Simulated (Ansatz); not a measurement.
## What a change of settings does to a run on Ca

Structure: COD 9008489, as refined from experiment and not relaxed. It was measured hot, at 723 K. The listed cell was then made from it by scaling, straining or moving an atom.

First run: DFT, PBE, all-electron PAW with datasets made for the crystal, scalar-relativistic (Ansatz 0.2.0).

Command: `ansatz run input.yaml --threads 1 --pin off --max-ram 2048MiB --backend cpu --events-out ev --progress --plain --runs-dir out` The run took 4.8 s on 1 thread of Intel(R) Xeon(R) 6975P-C (Granite Rapids), on a shared host, peak memory 0.42 GiB.

```yaml
crystal:
  lattice:
    - [3.9504811935, 0.0, 0.0]
    - [-1.9752405967, 3.4212170707, 0.0]
    - [0.0, 0.0, 6.6178]
  atoms:
    - { symbol: Ca, position: [0.3333333333, 0.6666666667, 0.25] }
    - { symbol: Ca, position: [0.6666666667, 0.3333333333, 0.75] }
kpoints:
  mp_grid: { grid: [11, 11, 6] }
scf:
  occupations: { method: fermi_dirac, width: 0.08 }
hamiltonian:
  xc: pbe
  pseudopotentials: { kind: all_electron, datasets: crystal }
output:
  forces: true
  stress: true
  eigenvalues: true
  efg: { contact_densities: true }
```

Result: converged; pressure -0.85 GPa; no gap on the k mesh; 7 SCF iterations.

The input is then changed:

```diff
@@ -7,8 +7,9 @@
     - { symbol: Ca, position: [0.3333333333, 0.6666666667, 0.25] }
     - { symbol: Ca, position: [0.6666666667, 0.3333333333, 0.75] }
+  symmetry: { detect: false }
 kpoints:
   mp_grid: { grid: [11, 11, 6] }
 scf:
-  occupations: { method: fermi_dirac, width: 0.08 }
+  occupations: { method: tetrahedron_uncorrected }
 hamiltonian:
   xc: pbe
```

Task: Predict the outcome of the changed run.

Result: It converged; pressure -0.91 GPa; no gap on the k mesh; 7 SCF iterations.
